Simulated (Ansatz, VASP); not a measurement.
## CdS: VASP beside Ansatz

POSCAR

```
CdS
1.0
    0.0000000000      2.9392148365      3.0126952074
    2.9392148365      0.0000000000      3.0126952074
    2.9392148365      2.9392148365      0.0000000000
Cd S
1 1
Direct
    0.0000000000      0.0000000000      0.0000000000
    0.2500000000      0.2500000000      0.2500000000
```

File INCAR.step1:

```
PREC = Accurate
ENCUT = 520
ISMEAR = 0
SIGMA = 0.01
LREAL = F
LASPH = T
NELM = 100
NBANDS = 16
GGA = PE
ALGO = Normal
EDIFF = 1E-4
LWAVE = T
LCHARG = F
```

File INCAR.step2:

```
PREC = Accurate
ENCUT = 520
EDIFF = 1E-6
ISMEAR = 0
SIGMA = 0.01
LREAL = F
LASPH = T
NELM = 100
ALGO = Normal
ISIF = 2
LWAVE = F
LCHARG = F
METAGGA = R2SCAN
LMIXTAU = T
NBANDS = 16
ISTART = 1
```

File KPOINTS:

```
Automatic mesh
0
Gamma
  8 8 8
```

Input for Ansatz:

```yaml
crystal:
  lattice:
    - [0.0, 2.9392148365, 3.0126952074]
    - [2.9392148365, 0.0, 3.0126952074]
    - [2.9392148365, 2.9392148365, 0.0]
  atoms:
    - { symbol: Cd, position: [0.0, 0.0, 0.0] }
    - { symbol: S, position: [0.25, 0.25, 0.25] }
kpoints:
  mp_grid: { grid: [8, 8, 8] }
  band_path:
    path:
      - [0.0, 0.0, 0.0]
      - [-0.5, -0.5, 0.0]
      - [-0.375, -0.375, 0.25]
      - [-0.375, 0.0, 0.375]
      - [0.0, 0.0, 0.5]
      - [-0.5, -0.25, 0.25]
    npoints: 1
hamiltonian:
  xc: r2scan
scf:
  occupations: { method: fixed }
  n_extra_bands: 4
output:
  forces: true
  stress: true
  eigenvalues: true
```

Change from the starting cell: uniaxial_z strain +2.5%.

Alike in both runs: task single point; functional r2SCAN; k mesh 8 × 8 × 8; no spin polarisation.

|  | VASP | Ansatz |
| --- | --- | --- |
| version | VASP 6.6.1 | Ansatz 0.2.0 |
| potentials or method | VASP PAW PBE potentials, release 64 (Cd, S) | plane waves, PAW |
| plane-wave cutoff (eV) | 520 | 500 |
| occupations | gaussian, width 0.01 eV | fixed |
| valence electrons in the cell | 18 | 26 |

|  | VASP | Ansatz | Ansatz less VASP |
| --- | --- | --- | --- |
| gap on the k mesh at the Fermi level (eV) | 1.45 | 1.46 | +0.005 |
| pressure (GPa) | -1.2 | -1.4 | -0.27 |
| largest component of the traceless stress (GPa) | 0.34 | 0.35 | +0.004 |

The two sets of potentials don't hold the same shells in valence.

Caveats: the PAW data sets were made with another functional, which shifts forces and pressure a little (VASP).
